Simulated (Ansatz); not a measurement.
**MnSn2 and the effect of the fixed moment of the cell**

```xyz
6
Lattice="-3.3295 3.3295 2.7235 3.3295 -3.3295 2.7235 3.3295 3.3295 -2.7235" Properties=species:S:1:pos:R:3 pbc="T T T"
Sn    1.0808    2.2487    2.7235
Sn    2.2487   -1.0808    2.7235
Sn    2.2487    1.0808    0.0000
Sn    1.0808    4.4103    0.0000
Mn    0.0000    0.0000    4.0853
Mn    0.0000    0.0000    1.3618
```

Kept alike: task single point; functional PBEsol; k mesh 5 × 5 × 5; occupations fermi-dirac, width 0.05 eV. Program: Ansatz, Ansatz PAW, cutoff 420 eV. The mesh is that of the run's cell of 6 atoms. No spin-orbit coupling.

| run | pressure (GPa) | largest site moment (μB) | free energy over the lowest row (meV/atom) |
| --- | --- | --- | --- |
| A | 29.45 | 4.68 | 2168.20 |
| B | -1.87 | 2.98 | 33.54 |
| C | 9.51 | 3.91 | 409.47 |
| D | 15.31 | 4.18 | 843.57 |
| E | -9.11 | 1.35 | 79.90 |
| F | 3.74 | 3.50 | 166.23 |
| G | -6.41 | 2.32 | 0.00 |
| H | -10.54 | 0.00 | 133.63 |

Pressure is positive in compression, with a Pulay correction for the finite cutoff. For a metal such a mesh leaves the last digits unconverged. The runs hold the magnetic state that their start led to, which needn't be the lowest. Site moments count inside each atom's sphere or projector. All rows use potentials made for PBE.

The runs differ in the fixed moment of the cell alone: 0; 2; 4; 6; 8; 10; 12; 16 μB. Which run is which?

Run A is 16 μB; run B is 6 μB; run C is 10 μB; run D is 12 μB; run E is 2 μB; run F is 8 μB; run G is 4 μB; run H is 0 μB. The pressure rises from -10.54 to 29.45 GPa between 0 and 16 μB. The largest site moment rises from 0.00 to 4.68 μB between 0 and 16 μB. The free energy is lowest at 4, and 2168.20 meV an atom higher at 16.
